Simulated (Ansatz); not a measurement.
MoS2:

```
Mo S
1.0
     1.58550    0.91539    6.11500
    -1.58550    0.91539    6.11500
     0.00000   -1.83078    6.11500
Mo S
1 2
Direct
  0.00000 0.00000 0.00000
  0.25000 0.25000 0.25000
  0.75000 0.75000 0.75000
```

Measurements of this composition are mostly on another form, of space group No. 194.

- Program: Ansatz 0.2.0
- Task: relaxation of cell and atoms
- Functional: PBE0
- Potentials or basis: Ansatz PAW
- Cutoff: 420 eV (not typed: the program's choice for these potentials)
- k mesh: 6 × 6 × 6
- Occupations: fermi-dirac, width 0.05 eV
- Spin: no spin polarisation

At the start: volume 17.75 Å³/atom.

Task: How do energy, volume and symmetry change on relaxing?

Result: It ends after 11 steps and the volume is 19.61 Å³/atom (+10.5 %); space group R-3m (No. 166, to 0.05 Å).

The path:
| step | energy change (eV) | largest force (eV/Å) | volume (Å³) |
| --- | --- | --- | --- |
| 1 | 0.0000 | 0.4714 | 53.25 |
| 2 | -0.0286 | 0.1424 | 55.04 |
| 3 | -0.0334 | 0.0219 | 56.84 |
| 4 | -0.0349 | 0.0378 | 57.20 |
| 5 | -0.0353 | 0.0034 | 57.74 |
| 6 | -0.0354 | 0.0020 | 57.98 |
| 7 | -0.0366 | 0.0014 | 57.98 |
| 8 | -0.0367 | 0.0022 | 58.45 |
| 9 | -0.0367 | 0.0003 | 58.58 |
| 10 | -0.0367 | 0.0011 | 58.84 |
| 11 | -0.0368 | 0.0011 | 58.84 |

Final structure:
```
Mo S
1.0
     1.58128    0.91295    6.79342
    -1.58128    0.91295    6.79342
     0.00000   -1.82590    6.79342
Mo S
1 2
Direct
  0.00000 0.00000 0.00000
  0.25666 0.25666 0.25666
  0.74334 0.74334 0.74334
```

Caveat: the k mesh is coarse (spacing up to 0.39 Å⁻¹), so the values aren't converged, least of all with exact exchange; the plane-wave basis is chosen anew once the cell has moved, so the energies of steps on either side of that aren't comparable; the PAW data sets come from PBE, with cores solved anew for the run's functional, which leaves a small shift of forces and pressure.
